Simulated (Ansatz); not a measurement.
The calculation used DFT PBE, scalar-relativistic, plane waves, PAW (Ansatz 0.2.0). All cells share a 420 eV cutoff and Γ-centred k meshes spaced at most about 0.3 Å⁻¹ (about 0.25 or finer for metals, 2π included). No spin polarisation.

Temperature and zero-point effects are left out.

Problem. Order these relaxed structures of InGa₃AsP by energy, lowest first, with the energy over the lowest of them.
A.

```
CELL_PARAMETERS angstrom
5.36231 0.00000 0.00000
-2.68116 4.64390 0.00000
0.00000 0.00000 8.00158
ATOMIC_POSITIONS crystal
In 0.00000 0.00000 0.00139
Ga 0.50000 0.00000 0.20230
Ga 0.00000 0.50000 0.20230
Ga 0.50000 0.50000 0.20230
P 0.00000 0.00000 0.38964
As 0.00000 0.00000 0.65496
```

B.

```
CELL_PARAMETERS angstrom
5.28212 0.00000 0.00000
-2.64106 4.57445 0.00000
0.00000 0.00000 5.33494
ATOMIC_POSITIONS crystal
In 0.00000 0.00000 0.00000
Ga 0.16903 0.33805 0.50000
Ga 0.66195 0.83097 0.50000
Ga 0.16903 0.83097 0.50000
P 0.33333 0.66667 0.00000
As 0.66667 0.33333 0.00000
```

C.

```
CELL_PARAMETERS angstrom
5.23100 0.00000 0.00000
0.00000 5.23100 0.00000
0.00000 0.00000 5.35531
ATOMIC_POSITIONS crystal
In 0.50000 0.50000 0.50000
Ga 0.00000 0.50000 0.00000
Ga 0.50000 0.00000 0.00000
Ga 0.00000 0.00000 0.00000
P 0.00000 0.00000 0.50000
As 0.50000 0.50000 0.00000
```

Solution. C (0 meV/atom), B (11 meV/atom), A (68 meV/atom). Forms: C P4/mmm; B P-6m2; A P6mm. Counting As or P atoms around Ga and In (for each partner element, those within 1.25 times its shortest distance or 1.15 times the sum of covalent radii, where it is the nearest in units of that sum or under 1.3; a plus sign parts groups by distance over the sum of covalent radii; the shortest distance is added where it exceeds 1.18 times the sum of covalent radii): C has In 2, Ga 2; B has In 6, Ga 2 from 3.1 Å; A has In 1+1, Ga 2 from 3.1 Å. All come from invented guesses. The lowest form computed isn't among them: it has space group P-6m2 (No. 187), 22.3 Å³/atom and lies 248 meV/atom below the best shown. Even the lowest of the cells shown lies +0.36 eV/atom against the elements.

The k mesh leaves some 4 meV/atom of noise in the energy of each metallic cell. Cells relaxed within their symmetry can be saddle points. Some candidate types were left out of the draw beforehand, so a known form may be missing.
